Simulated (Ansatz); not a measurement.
# CdS (Greenockite): a many-body input that goes wrong, and its mend

Aim: the G0W0 gap of CdS (Greenockite). The first input has a fault.

Program: Ansatz 0.2.0. Level of theory: G0W0 on PBE, plane waves, PAW. Results are calculated unless marked as measured.

**1. The structure**

It takes space group P6_3mc (No. 186, hexagonal). The conventional cell has a = 4.137 Å, b = 4.137 Å, c = 6.714 Å, α = 90.00°, β = 90.00°, γ = 120.00°. Nearest to Cd lie 4 S at 2.52 to 2.53 Å. S has 4 Cd at 2.52 to 2.53 Å nearest. Farther neighbours and most contacts between anions are not listed.

As a file:

```cif
data_structure
_symmetry_space_group_name_H-M 'P 1'
_symmetry_Int_Tables_number 1
_cell_length_a 4.1370
_cell_length_b 4.1370
_cell_length_c 6.7144
_cell_angle_alpha 90.000
_cell_angle_beta 90.000
_cell_angle_gamma 120.000
_cell_volume 99.52
loop_
_atom_site_label
_atom_site_type_symbol
_atom_site_fract_x
_atom_site_fract_y
_atom_site_fract_z
_atom_site_occupancy
Cd1 Cd 0.66667 0.33333 0.00000 1
Cd2 Cd 0.33333 0.66667 0.50000 1
S3 S 0.66667 0.33333 0.37500 1
S4 S 0.33333 0.66667 0.87500 1
```

The cell and positions come from the Crystallography Open Database and are kept as given unless a step says otherwise. The default PAW set here is soft_2. Its files were made with PBE.

**2. First try**

The input, input.yaml:

```yaml
crystal:
  lattice:
    - [4.137, 0.0, 0.0]
    - [-2.0685, 3.5827470955, 0.0]
    - [0.0, 0.0, 6.7144]
  atoms:
    - { symbol: Cd, position: [0.6666666667, 0.3333333333, 0.0] }
    - { symbol: Cd, position: [0.3333333333, 0.6666666667, 0.5] }
    - { symbol: S, position: [0.6666666667, 0.3333333333, 0.375] }
    - { symbol: S, position: [0.3333333333, 0.6666666667, 0.875] }
kpoints:
  mp_grid: { grid: [6, 6, 2] }
hamiltonian:
  xc: pbe
scf:
  occupations: { method: fixed }
gw:
  n_empty_bands: 4
  ecut_chi: 60
  qp_bands: [v1, c9]
  qp_kpoints: band_edges
  screening: { model: contour_deformation }
```

On the command line:

```console
ansatz run input.yaml --threads 3 --pin off --max-ram 92160MiB --backend cpu --events-out ev --progress --plain --runs-dir out
```

Numbers of over 12 decimals in the logs are rounded to 6 here.

The log of the run:

```text
Error: invalid value for `gw.qp_bands`: [v1, c9] must end among the 30 bands that are solved (gw.n_empty_bands), of which c4 is the highest
```

It took 0.08 s on 3 threads of AMD EPYC 7R13 (Zen 3), shared host; peak memory 0.1 GiB.

Q: What is the fault?

The input was rejected at the start.

The program's message: “Error: invalid value for `gw.qp_bands`: [v1, c9] must end among the 30 bands that are solved (gw.n_empty_bands), of which c4 is the highest”

The fault: window above the summed bands. Levels can be corrected only among the bands that are solved.

**3. A better input**

Now the one-shot GW correction: screening in the RPA, then the self-energy of the levels asked for.

Edit input.yaml of step 2 so:

```diff
@@ -17,5 +17,5 @@
 gw:
-  n_empty_bands: 4
+  n_empty_bands: 105
   ecut_chi: 60
-  qp_bands: [v1, c9]
+  qp_bands: [v2, c2]
   qp_kpoints: band_edges
```

On the command line:

```console
ansatz run input.yaml --threads 3 --pin off --max-ram 92160MiB --backend cuda --events-out ev --progress --plain --runs-dir out --devices 1 --max-vram 13GiB
```

The log of the run:

```text
GPUs: using 1 of 1 available (devices: 1).
[...]
device memory: the entry about to start is reckoned to put 0.9 GiB on a device that reports 44.0 GiB free (of which the cap on the GPU budget leaves the run 13.0 GiB)
GPU FFT provider: cuFFT
GPU libraries: cuBLAS 13.8.2, cuFFT 12.4.0, cuSOLVER 12.3.4
Crystal: 4 atoms, lattice volume = 99.520 Å³
Basis set: ecut = 420 eV, 1943 PW (Γ)
Bands: 32, of which v1, the nominal top of the filled ones, is band 26 counted from 1 (25 counted from 0)
Symmetry: 12 space group operations
[...]
k-points: 14 of 72
[...]
GPU buffer pool allocated for 40500 grid points (all kernels)
GPU transforms: local potential and band sums: pruned to the plane-wave sphere, on 27×27×45
[...]
SCF iter   1: F=—  HF=-18315.619712 eV  |F-HF|=—  |Δ(HF+E_count)|=         —  Δρ=6.08e-4  dr2=4.38e-4  ethr=1.77e-3  ⟨swp⟩=4.0  Hψ=1522  notcnv=0  defer=54
[...]
0    25      6.8662   -20.8228     2.4813   -18.0644  0.7504     6.5866     6.5890  root
     0    26      6.8662   -20.8228     2.4813   -18.0644  0.7504     6.5866     6.5890  root
     0    27      8.0854    -8.7159    -3.3312   -12.4553  0.7887     8.4986     8.4936  root
     0    28      9.6690    -8.1983    -3.6892   -12.4422  0.7853    10.2348    10.2237  root
     1    25      6.4678   -20.2923     2.6019   -17.3517  0.7475     6.1254     6.1292  root
     1    26      6.4678   -20.2923     2.6019   -17.3517  0.7475     6.1254     6.1292  root
     1    27      9.7287    -8.7118    -3.6003   -12.8607  0.7798    10.2881    10.2773  root
     1    28      9.7287    -8.7118    -3.6003   -12.8607  0.7798    10.2881    10.2773  root
[...]
13    25      5.7464   -19.2572     2.8054   -16.0294  0.7390     5.3172     5.3241  root
    13    26      5.7464   -19.2572     2.8054   -16.0294  0.7390     5.3172     5.3241  root
    13    27     11.2761    -8.3301    -4.0278   -13.0227  0.7727    11.9609    11.9409  root
    13    28     11.2761    -8.3301    -4.0278   -13.0227  0.7727    11.9609    11.9409  root
[key lines of the parts left out:]
SCF converged after 6 iterations
Free energy (F): -18315.621335 eV
Fermi energy:    6.866229 eV
```

Wall time 12 s (1 × NVIDIA H100 80GB HBM3 (shared by 6 runs) with 3 threads); peak memory 1.1 GiB; 15 s of CPU time.

This step gave:

```yaml
bands_summed: 131
rpa_eps_infinity_on_this_mesh_eigenvalues: 7.022, 7.022, 7.176
plane_waves_in_the_screening_matrix: 99
q_points_in_the_mesh: 72
g0w0_gap_on_the_mesh: 1.905 eV
k_of_the_valence_top: 0, 0, 0
k_of_the_conduction_bottom: 0, 0, 0
starting_gap_on_the_mesh: 1.219 eV
z_at_the_valence_top: 0.7504
z_at_the_conduction_bottom: 0.7887
least_direct_g0w0_gap_on_the_computed_points: 1.905 eV
```

The gap on the mesh goes from 1.22 eV to 1.90 eV, a correction of +0.69 eV. Between the two edge states, bare exchange in place of the xc potential would open the gap by 6.50 eV, and correlation takes back 5.81 eV.

**4. Summary of results**

```json
{"first try": "refused after 0.08 s", "better run": "G0W0 gap on the mesh 1.90 eV (6×6×2 mesh, 105 empty bands, screening to 60 eV)"}
```

**Reading.** The second run differs in: empty bands and levels asked. Bands and cutoff are finite, so the gap is not at the basis limit. The miss can reach some tenths of an eV and take either sign; the mesh is an error of its own. The 6×6×2 mesh is coarse for this cell (its supercell is 13 Å along the shortest edge). The RPA ε∞ on it, from the PBE start, is 7.02 and 7.18; such meshes misread the long-range screening, most where the gap is narrow. The many-body steps are scalar-relativistic: spin-orbit coupling is not in them.

[Paths, hosts, dates, memory and timing lines, banners, echoed tables and standing remarks are left out of the program output.]

[Logs are printed without paths, hosts, clocks, repeated set-up lines and the standing remarks that a program may print on its own settings, such as how far it seeks lower states.]

[Runs of the session that timed out or met a known fault of the program may be left out.]

[Cells called generated may have been cut or substituted from an entry of the Crystallography Open Database or the Materials Project.]

[Hosts, paths, dates, database ids (printed as entryN), source tags and the programs' standing remarks are cut or masked in the printed files.]
